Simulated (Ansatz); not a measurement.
## Calculated coordination and 17O quadrupole coupling for HfO2

Cell: a COD entry whose atoms were relaxed with PBE, the cell held.

Space group P2_1/c (No. 14); a = 5.1156, b = 5.1722, c = 5.2948 Å, β = 99.18°.

| site | Wyckoff | site symmetry | x | y | z |
| --- | --- | --- | --- | --- | --- |
| Hf | 4e | 1 | 0.2766 | 0.0418 | 0.2082 |
| O5 | 4e | 1 | 0.0721 | 0.3376 | 0.3407 |
| O9 | 4e | 1 | 0.4465 | 0.7583 | 0.4796 |

One atom of each set is listed.

Level of theory: DFT, r2SCAN, plane waves and PAW (field gradients read without the response of the frozen cores, which leaves them typically 4 to 6 % off), scalar-relativistic, 500 eV cutoff, Γ-centred 5×5×5 k-points, Fermi–Dirac smearing 0.02 eV (Ansatz 0.2.0).

Q(17O) = -25.58 mb.

(1) Order the O environments from the weakest to the strongest quadrupole coupling.
A. O9: 4 Hf at 2.14–2.25 Å
B. O5: 3 Hf at 2.04–2.15 Å

## Answers

(1) A (0.688 MHz, η = 0.98), B (0.822 MHz, η = 0.82).

Like point charges on the first shell alone (each adding as 1/d³) would give the same order.

Without spin–orbit coupling the gradients at and beside Hf can be off by some per cent, at some sites by more.
